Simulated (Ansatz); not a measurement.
**How far PBE and PBEsol part for ZnSnP2**

Start from ZnSnP2 in the chalcopyrite structure (space group I-42d, No. 122; a = 5.7023 Å, c = 11.4355 Å).

(Cell as relaxed with PBE.)

Levels (all Ansatz, a quantum-chemistry and plane-wave program, PAW): PBE (420 eV, scalar-relativistic without spin-orbit coupling); PBEsol (420 eV, no spin-orbit coupling).

Each level relaxes its own structure.

| quantity | PBE | PBEsol |
|---|---|---|
| volume per atom | 23.24 Å³ | 22.28 Å³ |
| lattice parameter a | 5.702 Å | 5.622 Å |
| lattice parameter c | 11.436 Å | 11.281 Å |
| band gap | 0.68 eV | 0.80 eV |
| gap character | direct at Γ | direct at Γ |
| electron mass | 0.061 mₑ along c, 0.058 mₑ across | 0.070 mₑ along c, 0.065 mₑ across |

PBE's volume per atom lies 0.96 Å³ above PBEsol's (4.3 %); PBE's lattice parameter a lies 0.0806 Å above PBEsol's (1.4 %); PBE's lattice parameter c lies 0.1541 Å above PBEsol's (1.4 %); PBE's band gap lies 0.12 eV below PBEsol's; the two agree on the gap character. Neither level is exact; PBEsol is the comparison here, not a measurement.

Masses are band curvatures over ±0.01 Å⁻¹ around the edge. Stability against distortions was not tested.
